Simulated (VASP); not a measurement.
# Al (Im-3m) in VASP: notebook

The runs below take Al through single point, with PBEsol.

Everything below comes from runs of VASP 6.6.1. Logs are shortened: lines on timing, memory, paths and dates and some standing lists are left out, and cuts for length are marked.

### Step 1. Starting point

Symmetry: Im-3m, No. 229, cubic system. The conventional cell has a = 3.182 Å, b = 3.182 Å, c = 3.182 Å, α = 90.00°, β = 90.00°, γ = 90.00°. Around Al (site symmetry m-3m) lie 8 Al at 2.76 Å.

This isn't the form of Al at room conditions, which is fcc.

### Step 2. Single point, PBEsol

The input, INCAR:

```
ADDGRID = F
ALGO = Normal
EDIFF = 1E-7
ENCUT = 400
GGA = PS
ISIF = 2
ISMEAR = 1
LASPH = T
LCHARG = F
LREAL = Auto
LWAVE = F
NELM = 100
PREC = Accurate
SIGMA = 0.15
```

The input, KPOINTS:

```
k-points
0
Gamma
  10 10 10
```

The input, POSCAR:

```
Al
1.0
   -1.5505220000      1.6151010000      1.5901740000
    1.5972310000     -1.6159030000      1.6376860000
    1.5218560000      1.5872370000     -1.5909760000
Al
1
Direct
   -0.0427450000     -0.0166940000     -0.0578530000
```

Potentials or basis: VASP PAW PBE potentials, release 64 (Al).

The run is started by

```bash
cat potpaw_PBE.64/Al/POTCAR > POTCAR
mpirun -np 1 vasp_std > vasp.out
```

OUTCAR:

```text
EDIFF = 1E-7
   ENCUT = 400
   GGA = PS
   ISIF = 2
   ISMEAR = 1
   LASPH = T
   LREAL = Auto
   NELM = 100
   PREC = Accurate

 Found    504 irreducible k-points:

 Following reciprocal coordinates:
            Coordinates               Weight
  0.000000  0.000000  0.000000      1.000000
  0.100000 -0.000000  0.000000      2.000000
  0.200000 -0.000000  0.000000      2.000000
  0.300000 -0.000000  0.000000      2.000000
  0.400000 -0.000000  0.000000      2.000000
  0.500000  0.000000 -0.000000      1.000000
   k-points           NKPTS =    504   k-points in BZ     NKDIM =    504   number of bands    NBANDS=      5
   number of dos      NEDOS =    301   number of ions     NIONS =      1
   total plane-waves  NPLWV =   5832
   dimension x,y,z NGX =    18 NGY =   18 NGZ =   18
   dimension x,y,z NGXF=    36 NGYF=   36 NGZF=   36
   ions per type =               1
   NGX,Y,Z   is equivalent  to a cutoff of  10.90, 10.68, 11.03 a.u.
   NGXF,Y,Z  is equivalent  to a cutoff of  21.79, 21.37, 22.05 a.u.
 SYSTEM =  unknown system
   PREC   = accura    normal or accurate (medium, high low for compatibility)
   ISTART =      0    job   : 0-new  1-cont  2-samecut
   ICHARG =      2    charge: 1-file 2-atom 10-const
   ISPIN  =      1    spin polarized calculation?
   LNONCOLLINEAR =      F non collinear calculations
   LSORBIT =      F    spin-orbit coupling
   LASPH  =      T    aspherical Exc in radial PAW
   ENCUT  =  400.0 eV  29.40 Ry    5.42 a.u.   4.48  4.57  4.43*2*pi/ulx,y,z
   NELM   =    100;   NELMIN=  2; NELMDL= -5     # of ELM steps
   EDIFF  = 0.1E-06   stopping-criterion for ELM
   LREAL  =      T    real-space projection
   EDIFFG = 0.1E-05   stopping-criterion for IOM
   NSW    =      0    number of steps for IOM
   IBRION =     -1    ionic relax: 0-MD 1-quasi-New 2-CG
   NFREE  =      0    steps in history (QN), initial steepest desc. (CG)
   ISIF   =      2    stress and relaxation
   ISYM   =      2    0-nonsym 1-usesym 2-fastsym
   POTIM  = 0.5000    time-step for ionic-motion
   TEBEG  =    0.0;   TEEND  =   0.0 temperature during run
   PSTRESS=    0.0 pullay stress
   NELECT =       3.0000    total number of electrons
   NUPDOWN=      -1.0000    fix difference up-down
   EMIN   =  10.00;   EMAX   =-10.00  energy-range for DOS
   EFERMI =   0.00;   METHOD = LEGACY
   ISMEAR =     1;   SIGMA  =   0.15  broadening in eV -4-tet -1-fermi 0-gaus
   EFERMI_NEDOS =   21; number of points for ismear=-14 and -15
   IALGO  =     38    algorithm
   IMIX   =      4    mixing-type and parameters
     AMIX     =   0.40;   BMIX     =  1.00
     AMIX_MAG =   1.60;   BMIX_MAG =  1.00
  volume/ion in A,a.u.               =      16.12       108.75
  Fermi-wavevector in a.u.,A,eV,Ry     =   0.934757  1.766435 11.888373  0.873771
  Thomas-Fermi vector in A             =   2.061595
   LORBIT       =      0    0 simple, 1 ext, 2 COOP (PROOUT), +10 PAW based schemes
   GGA     = PS    functional components
   LHFCALC =     F    Hartree Fock is set to
   AEXX    =    0.0000 exact exchange contribution
   IVDW    =     0    specifies the selected vdW correction
   LEPSILON=     F    determine dielectric tensor
   LRPA    =     F    only Hartree local field effects (RPA)
 non-spin polarized calculation
 Methfessel and Paxton  Order N= 1 SIGMA  =   0.15
  energy-cutoff  :      400.00
  volume of cell :       16.12
 maximum number of plane-waves:       311
 NGX is ok and might be reduce to    18
   NGX =  9   NGY =  9   NGZ =  9

 number of electron       3.0000000 magnetization

 Free energy of the ion-electron system (eV)
  ---------------------------------------------------
  ext. energy  EPLUGINS =         0.00000000
  ---------------------------------------------------
  free energy    TOTEN  =        -3.99656157 eV

  energy without entropy =       -3.99669809  energy(sigma->0) =       -3.99660707

 E-fermi :   8.1971     XC(G=0): -10.3459

 val. band max:        8.1906147959   @ k =   0.5000   0.2000   0.3000
 cond. band min:       8.2030874554   @ k =   0.0000   0.2000   0.5000
 fundamental gap:      0.0124726595
 Fermi energy:         8.1971446368

 k-point     1 :       0.0000    0.0000    0.0000
  band No.  band energies     occupation
      1      -3.0919      2.00000
      2      21.0475      0.00000
      3      21.6467      0.00000
      4      21.9525      0.00000
      5      22.7736      0.00000

 k-point     2 :       0.1000   -0.0000    0.0000
  band No.  band energies     occupation
      1      -2.8056      2.00000
      2      18.3276      0.00000
      3      20.2524      0.00000
      4      20.8044      0.00000
      5      22.5375      0.00000

 k-point     3 :       0.2000   -0.0000    0.0000
  band No.  band energies     occupation
      1      -1.9501      2.00000
      2      14.2298      0.00000
      3      18.7181      0.00000
      4      19.2118      0.00000
      5      21.1911      0.00000

 k-point     4 :       0.3000   -0.0000    0.0000
  band No.  band energies     occupation
      1      -0.5358      2.00000
      2      10.3570     -0.00000
      3      17.6053      0.00000
      4      17.9307      0.00000
      5      20.0386      0.00000

 k-point     5 :       0.4000   -0.0000    0.0000
  band No.  band energies     occupation
      1       1.4195      2.00000
      2       6.9051      2.00000
      3      16.9416      0.00000
      4      17.1274      0.00000
      5      19.3229      0.00000

 k-point     6 :       0.5000    0.0000   -0.0000
  band No.  band energies     occupation
      1       3.6957      2.00000
      2       4.1279      2.00000
      3      16.7243      0.00000
      4      16.8521      0.00000
      5      19.0821      0.00000

 [... further k-points ...]

------------------------ aborting loop because EDIFF is reached ----------------------------------------

  FORCE on cell =-STRESS in cart. coord.  units (eV):
  Direction    XX          YY          ZZ          XY          YZ          ZX
  --------------------------------------------------------------------------------------
  -------------------------------------------------------------------------------------
  Total        0.3419458      0.2282229      0.2839434      0.1636344      0.0006716     -0.2743038
  in kB       33.9952624     22.6892619     28.2288294     16.2680619      0.0667705    -27.2704890
  external PRESSURE =      28.3044512 kB  Pullay stress =       0.0000000 kB

 VOLUME and BASIS-vectors are now :
 -----------------------------------------------------------------------------
  energy-cutoff  :      400.00
  volume of cell :       16.12
      direct lattice vectors                 reciprocal lattice vectors
    -1.550522000  1.615101000  1.590174000    -0.001770503  0.312333611  0.309906003
     1.597231000 -1.615903000  1.637686000     0.316062363  0.002905701  0.305229896
     1.521856000  1.587237000 -1.590976000     0.323572133  0.315167177 -0.004603969

 POSITION                                       TOTAL-FORCE (eV/Angst)
 -----------------------------------------------------------------------------------
      1.52013      1.45255      1.63362         0.000000      0.000000      0.000000
 -----------------------------------------------------------------------------------
    total drift:                                0.000001      0.000001      0.000002

  FREE ENERGIE OF THE ION-ELECTRON SYSTEM (eV)
  ---------------------------------------------------
  free  energy   TOTEN  =        -3.9965615681 eV

  energy  without entropy=       -3.9966980871  energy(sigma->0) =       -3.99660707
```

It took 63 s on 1 thread of Intel Xeon Platinum 8375C at 2.90GHz (Ice Lake), shared host; peak memory 0.13 GiB.

These settings aren't checked as converged: the numbers below hold their error.

What came out:

```
Free energy            : -3.9966 eV
Pressure               : 2.8 GPa
Band gap on the k mesh : none (metal or under the smearing width)
```

Caveat: the PAW data sets were made with another functional, which shifts forces and pressure a little.

### Step 3. Single point, PBEsol

The input, INCAR:

```
ADDGRID = F
ALGO = Normal
EDIFF = 0.01
ENCUT = 400
GGA = PS
ISIF = 2
ISMEAR = 1
LASPH = T
LCHARG = F
LREAL = F
LWAVE = F
NELM = 100
PREC = Accurate
SIGMA = 0.15
```

KPOINTS is that of step 2.

The input, POSCAR:

```
Al
1.0
   -1.5912186900      1.5912186900      1.5912186900
    1.5912186900     -1.5912186900      1.5912186900
    1.5912186900      1.5912186900     -1.5912186900
Al
1
Direct
    0.0000000000      0.0000000000      0.0000000000
```

Potentials or basis: VASP PAW PBE potentials, release 64 (Al).

The run is started by

```bash
cat potpaw_PBE.64/Al/POTCAR > POTCAR
mpirun -np 1 vasp_std > vasp.out
```

Run time: 5.6 s. Hardware: 1 thread of Intel Xeon Platinum 8375C at 2.90GHz (Ice Lake), shared host; peak memory 0.11 GiB.

The run converged, but some of its settings lie outside the range that counts as converged, so its numbers aren't taken as properties of the crystal.

Results:

* Free energy: -4.0039 eV
* Pressure: 2.8 GPa
* Band gap on the k mesh: none (metal or under the smearing width)

Caveat: the PAW data sets were made with another functional, which shifts forces and pressure a little.

### Step 4. Single point, PBEsol

INCAR is that of step 3.

KPOINTS is that of step 3.

The input, POSCAR:

```
Al
1.0
   -1.5505220000      1.6151010000      1.5901740000
    1.5972310000     -1.6159030000      1.6376860000
    1.5218560000      1.5872370000     -1.5909760000
Al
1
Direct
   -0.0427450000     -0.0166940000     -0.0578530000
```

The run is started by

```bash
cat potpaw_PBE.64/Al/POTCAR > POTCAR
mpirun -np 1 vasp_std > vasp.out
```

Run time: 16 s. Hardware: 1 thread of Intel Xeon Platinum 8375C at 2.90GHz (Ice Lake), shared host; peak memory 0.13 GiB.

The run converged, but some of its settings lie outside the range that counts as converged, so its numbers aren't taken as properties of the crystal.

Results:

* Free energy: -3.9962 eV
* Pressure: 2.8 GPa
* Band gap on the k mesh: none (metal or under the smearing width)

Caveat: the PAW data sets were made with another functional, which shifts forces and pressure a little.

### Step 5. Single point, PBEsol

INCAR: that of step 4 with these lines changed.

```diff
@@ -2,3 +2,3 @@
 ALGO = Normal
-EDIFF = 0.01
+EDIFF = 0.001
 ENCUT = 400
```

KPOINTS is that of step 4.

The input, POSCAR:

```
Al
1.0
   -1.5912186900      1.5912186900      1.5912186900
    1.5912186900     -1.5912186900      1.5912186900
    1.5912186900      1.5912186900     -1.5912186900
Al
1
Direct
    0.0000000000      0.0000000000      0.0000000000
```

The run is started by

```bash
cat potpaw_PBE.64/Al/POTCAR > POTCAR
mpirun -np 1 vasp_std > vasp.out
```

It took 5.5 s on 1 thread of Intel Xeon Platinum 8375C at 2.90GHz (Ice Lake), shared host; peak memory 0.11 GiB.

These settings aren't checked as converged: the numbers below hold their error.

Results:

```
Free energy            : -4.0039 eV
Pressure               : 2.8 GPa
Band gap on the k mesh : none (metal or under the smearing width)
```

Caveat: the PAW data sets were made with another functional, which shifts forces and pressure a little.

### Step 6. The reference run

An earlier run on the cell as given: functional PBEsol; potentials or basis VASP PAW PBE potentials, release 64 (Al); cutoff 520 eV; k mesh 12 × 12 × 12; occupations fermi-dirac, width 0.05 eV; no spin polarisation.

- Pressure: 2.3 GPa
- Band gap on the k mesh: none (metal or under the smearing width)
